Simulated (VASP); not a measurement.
**From an Ansatz input to VASP: BN (strained rocksalt)**

Ansatz input

```yaml
crystal:
  lattice:
    - [0.0, 1.7786474625, 1.745825935]
    - [1.7786474625, 0.0, 1.745825935]
    - [1.7786474625, 1.7786474625, 0.0]
  atoms:
    - { symbol: B, position: [0.0, 0.0, 0.0] }
    - { symbol: "N", position: [0.5, 0.5, 0.5] }
kpoints:
  mp_grid: { grid: [12, 12, 12] }
  band_path:
    path:
      - [0.0, 0.0, 0.0]
      - [0.5, 0.0, 0.5]
      - [0.625, 0.25, 0.625]
      - [0.375, 0.375, 0.75]
      - [0.5, 0.5, 0.5]
      - [0.5, 0.25, 0.75]
      - [0.0, 0.1666666667, -0.1666666667]
    npoints: 1
hamiltonian:
  xc: r2scan
scf:
  occupations: { method: fixed }
  n_extra_bands: 4
output:
  forces: true
  stress: true
  eigenvalues: true
```

Task: Write VASP inputs for this cell and level of theory.

Result: 

INCAR

```
IBRION = -1
NELM = 120
ENCUT = 520
NSW = 0
METAGGA = R2SCAN
LASPH = .TRUE.
ISIF = 2
NBANDS = 11
SIGMA = 0.01
LCHARG = .FALSE.
ALGO = Normal
LREAL = .FALSE.
EDIFF = 1E-7
PREC = Accurate
ISMEAR = 0
LWAVE = .FALSE.
```

KPOINTS

```
KPOINTS created by Atomic Simulation Environment
0
Gamma
12 12 12
0 0 0
```

KPOINTS_OPT

```
special points
7
Reciprocal
0.0000000000 0.0000000000 0.0000000000 1
0.5000000000 0.0000000000 0.5000000000 1
0.6250000000 0.2500000000 0.6250000000 1
0.3750000000 0.3750000000 0.7500000000 1
0.5000000000 0.5000000000 0.5000000000 1
0.5000000000 0.2500000000 0.7500000000 1
0.0000000000 0.1666666667 -0.1666666667 1
```

POSCAR

```
B  N
 1.0000000000000000
     0.0000000000000000    1.7786474624999999    1.7458259350000001
     1.7786474624999999    0.0000000000000000    1.7458259350000001
     1.7786474624999999    1.7786474624999999    0.0000000000000000
 B   N
   1   1
Cartesian
  0.0000000000000000  0.0000000000000000  0.0000000000000000
  1.7786474624999999  1.7786474624999999  1.7458259350000001
```

VASP ran with the recommended PBE PAW datasets (8 valence electrons in the cell). Other inputs would serve too.

|  | Ansatz | VASP |
| --- | --- | --- |
| gap between bands v and c | 0.77 eV | 0.76 eV |
| least direct gap | 6.19 eV | 6.17 eV |
| pressure | -13.5 GPa | -13.2 GPa |

Each program uses its own PAW datasets. VASP's cell holds 8 valence electrons and Ansatz's 8. Ansatz's stress includes a Pulay correction; VASP's doesn't.
